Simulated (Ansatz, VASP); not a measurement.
One calculation of RbBr, two programs

```
CELL_PARAMETERS angstrom
0.00000 3.44970 3.44970
3.44970 0.00000 3.44970
3.44970 3.44970 0.00000
ATOMIC_POSITIONS crystal
Rb 0.00000 0.00000 0.00000
Br 0.50000 0.50000 0.50000
```

Change from the starting cell: volume scaled by 1.02.

Alike in both runs: task single point; functional PBEsol; k mesh 7 × 7 × 7; occupations fermi-dirac, width 0.05 eV; no spin polarisation.

```csv
,VASP,Ansatz
version,VASP 6.6.1,Ansatz 0.2.0
potentials or method,"VASP PAW PBE potentials, release 64 (Rb_sv, Br), cutoff 520 eV","all-electron LAPW, scalar-relativistic"
```

|  | VASP | Ansatz | Ansatz less VASP |
| --- | --- | --- | --- |
| gap on the k mesh at the Fermi level (eV) | 4.17 | 4.17 | +0.003 |
| least direct gap on the mesh (eV) | 4.17 | 4.17 | +0.003 |
| pressure (GPa) | -0.3 | -0.3 | -0.03 |

Ansatz ran all-electron here, so the differences hold the error of VASP's frozen core and of both bases.

Caveats: an odd mesh through Γ misses points on the zone boundary, where band edges often lie; the PAW data sets were made with another functional, which shifts forces and pressure a little (VASP).
